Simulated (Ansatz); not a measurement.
Density of states of BN (Fmm2, a = 2.502 Å, b = 6.965 Å, c = 4.329 Å, α = 90.00°, β = 90.00°, γ = 90.00°), in states per eV and primitive cell, averaged over bins of 0.4 eV. Theory: DFT r2SCAN, scalar-relativistic, plane waves, PAW (Ansatz 0.2.0).

Settings: cutoff 500 eV, Γ-centred mesh 12×12×12 on the computed 2-atom cell, Gaussian smearing of 0.02 eV; no spin polarisation.

The cell is relaxed at this level. The states (both spins) are summed by tetrahedra on a 18×18×18 mesh at the self-consistent density. Energies are bin centres; the table starts no lower than −8 eV and ends at 6 eV, or lower where the solved bands end.

The gap is 4.24 eV at this level, with the zero inside it.

```
E − E_F (eV) total N 2p B 2p B 2s N 2s
       -7.85   0.62  0.39  0.16  0.05  0.01
       -7.45   0.77  0.48  0.21  0.05  0.01
       -7.05   0.81  0.52  0.24  0.04  0.01
       -6.65   1.16  0.75  0.36  0.03  0.01
       -6.25   1.02  0.67  0.30  0.03  0.01
       -5.85   0.74  0.49  0.22  0.02  0.01
       -5.45   0.78  0.54  0.22  0.01  0.01
       -5.05   0.75  0.52  0.21  0.01  0.00
       -4.65   0.69  0.49  0.18  0.01  0.00
       -4.25   0.69  0.51  0.17  0.00  0.00
       -3.85   0.72  0.55  0.16  0.00  0.00
       -3.45   0.59  0.48  0.10  0.00  0.00
       -3.05   0.64  0.56  0.08  0.00  0.00
       -2.65   0.42  0.38  0.03  0.00  0.00
       -2.25   0.13  0.13  0.00  0.00  0.00
       -1.85   0.00  0.00  0.00  0.00  0.00
       -1.45   0.00  0.00  0.00  0.00  0.00
       -1.05   0.00  0.00  0.00  0.00  0.00
       -0.65   0.00  0.00  0.00  0.00  0.00
       -0.25   0.00  0.00  0.00  0.00  0.00
        0.15   0.00  0.00  0.00  0.00  0.00
        0.55   0.00  0.00  0.00  0.00  0.00
        0.95   0.00  0.00  0.00  0.00  0.00
        1.35   0.00  0.00  0.00  0.00  0.00
        1.75   0.00  0.00  0.00  0.00  0.00
        2.15   0.01  0.00  0.01  0.00  0.00
        2.55   0.07  0.01  0.06  0.00  0.00
        2.95   0.26  0.02  0.23  0.00  0.00
        3.35   0.80  0.08  0.66  0.01  0.01
        3.75   0.55  0.07  0.41  0.01  0.01
        4.15   0.48  0.07  0.33  0.02  0.02
        4.55   0.44  0.08  0.27  0.02  0.02
        4.95   0.42  0.08  0.24  0.02  0.02
        5.35   0.46  0.09  0.23  0.03  0.03
        5.75   0.56  0.11  0.26  0.04  0.04
```

The columns after the total are the Löwdin projections on the occupied valence shells of the potentials. The rest of the total lies in shells that are empty in the free atom, which aren't projected, and between the atoms.

The cell holds layers, and where no dispersion correction was added their binding is poorly described.

This form isn't the usual stable structure of the compound.

Cost: 1 run of about 0.99 core-minutes, on AMD EPYC 7R43 (Zen 3) (shared hosts).